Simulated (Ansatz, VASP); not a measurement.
# CdTe: VASP beside Ansatz

```
CELL_PARAMETERS angstrom
0.00000 3.04436 3.04436
3.04436 0.00000 3.04436
3.04436 3.04436 0.00000
ATOMIC_POSITIONS crystal
Cd 0.00000 0.00000 0.00000
Te 0.50000 0.50000 0.50000
```

Alike in both runs: task single point; functional r2SCAN; k mesh 6 × 6 × 6; occupations fermi-dirac, width 0.02 eV; no spin polarisation.

```csv
,VASP,Ansatz
version,VASP 6.6.1,Ansatz 0.2.0
potentials or method,"VASP PAW PBE potentials, release 64 (Cd, Te)",plane waves
plane-wave cutoff (eV),520,500
valence electrons in the cell,18,36
```

```tsv
	VASP	Ansatz	Ansatz less VASP
pressure (GPa)	0.2	0.0	-0.20
```

The two sets of potentials don't hold the same shells in valence.

Caveats: the PAW data sets were made with another functional, which shifts forces and pressure a little (VASP). Spin-orbit coupling is left out, which matters for the levels of Te.
